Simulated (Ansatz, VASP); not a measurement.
## NiO: VASP beside Ansatz

INCAR

```
  PREC = Accurate
  ENCUT = 520
  EDIFF = 1E-6
  ISMEAR = 0
  SIGMA = 0.012
  LREAL = False
  LASPH = True
  NELM = 120
  ALGO = Normal
  ISIF = 2
  LWAVE = False
  LCHARG = False
  ISPIN = 2
  MAGMOM = 1 0
  LORBIT = 11
  LMAXMIX = 4
  GGA = PE
  NBANDS = 19
```

File KPOINTS:

```
Automatic mesh
0
Gamma
  11 11 11
```

File POSCAR:

```
NiO
1.0
    0.0000000000      2.0859016414      2.0859016414
    2.0859016414      0.0000000000      2.0859016414
    2.0859016414      2.0859016414      0.0000000000
Ni O
1 1
Direct
    0.0000000000      0.0000000000      0.0000000000
    0.5000000000      0.5000000000      0.5000000000
```

The input input.yaml:

```yaml
crystal:
  lattice:
    - [0.0, 2.0859016414, 2.0859016414]
    - [2.0859016414, 0.0, 2.0859016414]
    - [2.0859016414, 2.0859016414, 0.0]
  atoms:
    - { symbol: Ni, position: [0.0, 0.0, 0.0], spin: 1.0 }
    - { symbol: O, position: [0.5, 0.5, 0.5] }
hamiltonian:
  xc: pbe
  pseudopotentials: { kind: paw }
magnetization:
  spin_polarized: true
kpoints:
  mp_grid: { grid: [11, 11, 11] }
scf:
  occupations: { method: gaussian, width: 0.012 }
output:
  forces: true
  stress: true
  eigenvalues: true
```

Alike in both runs: task single point; functional PBE; k mesh 11 × 11 × 11; occupations gaussian, width 0.012 eV; collinear spin, ferromagnetic start.

|  | VASP | Ansatz |
| --- | --- | --- |
| version | VASP 6.6.1 | Ansatz 0.2.0 |
| potentials or method | VASP PAW PBE potentials, release 64 (Ni, O) | Ansatz PAW |
| plane-wave cutoff (eV) | 520 | 420 |
| valence electrons in the cell | 16 | 24 |

|  | VASP | Ansatz | Ansatz less VASP |
| --- | --- | --- | --- |
| gap on the k mesh at the Fermi level (eV) | none | none | - |
| pressure (GPa) | 6.1 | 6.3 | +0.21 |
| net moment per atom (μB) | 0.89 | 0.90 | +0.008 |
| size of the moment on the site where the two differ most (μB) | 0.28 | 0.29 | +0.017 |

Site moments also hang on the region over which each program counts them. A gap of «none» marks a metal or a gap that the smearing closes. The functional is the same, so the differences come from potentials, cutoffs and numerics. The two sets of potentials don't hold the same shells in valence.

Caveats: a cell with one magnetic atom can't hold antiferromagnetic order, which such compounds often take; semilocal functionals often make such compounds metallic where correlation or magnetic order opens a gap, which also shifts bond lengths; the pressure holds a Pulay correction of +0.7 GPa for the finite cutoff (Ansatz). With open d or f shells a metallic result of PBE can be an artefact of self-interaction; +U or a hybrid may open a gap.
